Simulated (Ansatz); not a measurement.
TiC:

```xyz
2
Lattice="0.0000 2.1657 2.1657 2.1657 0.0000 2.1657 2.1657 2.1657 0.0000" Properties=species:S:1:pos:R:3 pbc="T T T"
Ti    0.0000    0.0000    0.0000
C     2.1657    2.1657    2.1657
```

The cell is a database's computed one.

Base run:

```yaml
Program: Ansatz 0.2.0
Functional: PBEsol
Potentials_or_basis: all-electron LAPW, non-relativistic
Cutoff: 313 eV (chosen from the basis error)
Basis_error_allowed: 0.001 eV/atom
k_mesh: 11 × 11 × 11
Occupations: fermi-dirac, width 0.05 eV
Spin: no spin polarisation
```

Its results: pressure -6.1 GPa.

Question: The run is repeated on the same cell with these changes: potentials or basis from all-electron LAPW, non-relativistic to all-electron LAPW, inner shells corrected to Dirac's equation. What comes out?

Answer: Pressure -6.7 GPa.
